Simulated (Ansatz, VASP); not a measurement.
## One calculation of TiSi2, two programs

File INCAR:

```
PREC     = Accurate       # precision mode
ENCUT    = 520            # plane-wave cutoff, eV
EDIFF    = 1E-6           # SCF threshold, eV
ISMEAR   = -1             # smearing method
SIGMA    = 0.05           # smearing width, eV
LREAL    = F              # projectors in reciprocal space
LASPH    = T              # aspherical terms in the spheres
NELM     = 80             # most SCF steps
ALGO     = Normal         # electronic algorithm
ISIF     = 2              # what is computed and relaxed
LWAVE    = F              # write WAVECAR
LCHARG   = F              # write CHGCAR
LMAXMIX  = 4              # l up to which the mixer works
METAGGA  = R2SCAN         # meta-GGA
LMIXTAU  = T            
NBANDS   = 29             # bands
```

Contents of KPOINTS:

```
Automatic mesh
0
Gamma
  7 7 7
```

The input POSCAR:

```
TiSi2
1.0
    0.0000000000      4.1175163063      4.2628978354
    2.3895119538      0.0000000000      4.2628978354
    2.3895119538      4.1175163063      0.0000000000
Ti Si
2 4
Direct
    0.7500000000      0.7500000000      0.7500000000
    0.5000000000      0.5000000000      0.5000000000
    0.4125656100      0.0874343900      0.4125656100
    0.0874343900      0.4125656100      0.0874343900
    0.1625656100      0.8374343900      0.1625656100
    0.8374343900      0.1625656100      0.8374343900
```

File KPOINTS_OPT:

```
path GYTZGXA1Y,TX1,XAZ,LG
15
line-mode
reciprocal
 0.0000000000  0.0000000000  0.0000000000  G
 0.5000000000  0.0000000000  0.5000000000  Y

 0.5000000000  0.0000000000  0.5000000000  Y
 1.0000000000  0.5000000000  0.5000000000  T

 1.0000000000  0.5000000000  0.5000000000  T
 0.5000000000  0.5000000000  0.0000000000  Z

 0.5000000000  0.5000000000  0.0000000000  Z
 0.0000000000  0.0000000000  0.0000000000  G

 0.0000000000  0.0000000000  0.0000000000  G
 0.0000000000  0.4127457158  0.4127457158  X

 0.0000000000  0.4127457158  0.4127457158  X
 0.5000000000  0.2443551471  0.7443551471  A1

 0.5000000000  0.2443551471  0.7443551471  A1
 0.5000000000  0.0000000000  0.5000000000  Y

 1.0000000000  0.5000000000  0.5000000000  T
 1.0000000000  0.5872542842  0.5872542842  X1

 0.0000000000  0.4127457158  0.4127457158  X
 0.5000000000  0.7556448529  0.2556448529  A

 0.5000000000  0.7556448529  0.2556448529  A
 0.5000000000  0.5000000000  0.0000000000  Z

 0.5000000000  0.5000000000  0.5000000000  L
 0.0000000000  0.0000000000  0.0000000000  G
```

input.yaml

```yaml
crystal:
  lattice:
    - [0.0, 4.1175163063, 4.2628978354]
    - [2.3895119538, 0.0, 4.2628978354]
    - [2.3895119538, 4.1175163063, 0.0]
  atoms:
    - { symbol: Ti, position: [0.75, 0.75, 0.75] }
    - { symbol: Ti, position: [0.5, 0.5, 0.5] }
    - { symbol: Si, position: [0.41256561, 0.08743439, 0.41256561] }
    - { symbol: Si, position: [0.08743439, 0.41256561, 0.08743439] }
    - { symbol: Si, position: [0.16256561, 0.83743439, 0.16256561] }
    - { symbol: Si, position: [0.83743439, 0.16256561, 0.83743439] }
hamiltonian:
  xc: r2scan
  pseudopotentials: { kind: paw }
kpoints:
  mp_grid: { grid: [7, 7, 7] }
  band_path:
    path:
      - [[0.0, 0.0, 0.0], [0.5, 0.0, 0.5], [1.0, 0.5, 0.5], [0.5, 0.5, 0.0], [0.0, 0.0, 0.0], [0.0, 0.4127457158, 0.4127457158], [0.5, 0.2443551471, 0.7443551471], [0.5, 0.0, 0.5]]
      - [[1.0, 0.5, 0.5], [1.0, 0.5872542842, 0.5872542842]]
      - [[0.0, 0.4127457158, 0.4127457158], [0.5, 0.7556448529, 0.2556448529], [0.5, 0.5, 0.0]]
      - [[0.5, 0.5, 0.5], [0.0, 0.0, 0.0]]
    npoints: 14
scf:
  occupations: { method: fermi_dirac, width: 0.05 }
  n_extra_bands: 15
output:
  forces: true
  stress: true
  eigenvalues: true
  fatbands: false
```

The cell is a database's computed one.

Alike in both runs: task band structure; functional r2SCAN; k mesh 7 × 7 × 7; occupations fermi-dirac, width 0.05 eV; no spin polarisation.

```csv
,VASP,Ansatz
version,VASP 6.6.1,Ansatz 0.2.0
potentials or method,"VASP PAW PBE potentials, release 64 (Ti_sv, Si)",Ansatz PAW
plane-wave cutoff (eV),520,500
valence electrons in the cell,40,40
```

|  | VASP | Ansatz | Ansatz less VASP |
| --- | --- | --- | --- |
| gap on the k mesh at the Fermi level (eV) | none | none | - |
| pressure (GPa) | 0.1 | -0.2 | -0.31 |
| largest component of the traceless stress (GPa) | 0.80 | 0.82 | +0.020 |
| rms of the force components (eV/Å) | 0.011 | 0.007 | -0.0038 |

Atom by atom the forces differ by 0.004 eV/Å (rms over components). A gap of «none» marks a metal or a gap that the smearing closes.

Caveats: the PAW data sets were made with another functional, which shifts forces and pressure a little (VASP); the PAW data sets come from PBE, with cores solved anew for the run's functional, which leaves a small shift of forces and pressure (Ansatz).
